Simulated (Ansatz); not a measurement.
Basis-set extrapolation for C3H6O2 (`CCC(=O)O`) (PBE0-D4/def2-TZVP geometry, frozen core, the Gaussian-basis code of Ansatz). Multiplicity 1, RHF reference.

```tsv
	def2-TZVPP	def2-QZVPP
HF	-266.962524	-266.974726
MP2 correlation	-0.971051	-1.041270
CCSD(T) correlation	-1.038060	not run
```

Energies in hartree. Use E(X) = E(∞) + A·exp(−7.88·√X) for Hartree–Fock and E(X) = E(∞) + B·X^(−2.97) for correlation, with X = 3 and 4, and add CCSD(T) minus MP2 of the smaller set to the MP2 limit.

Problem. What is the CCSD(T) energy at the basis-set limit?

Solution. HF limit: -266.974726 + (-0.012202) × 0.13774 = -266.97641. MP2 limit: -1.041270 + (-0.070219) × 0.74074 = -1.09328. Higher-order term: -1.038060 − (-0.971051) = -0.06701. Total: -268.13670 hartree, 85.4 kcal/mol below CCSD(T)/def2-TZVPP.
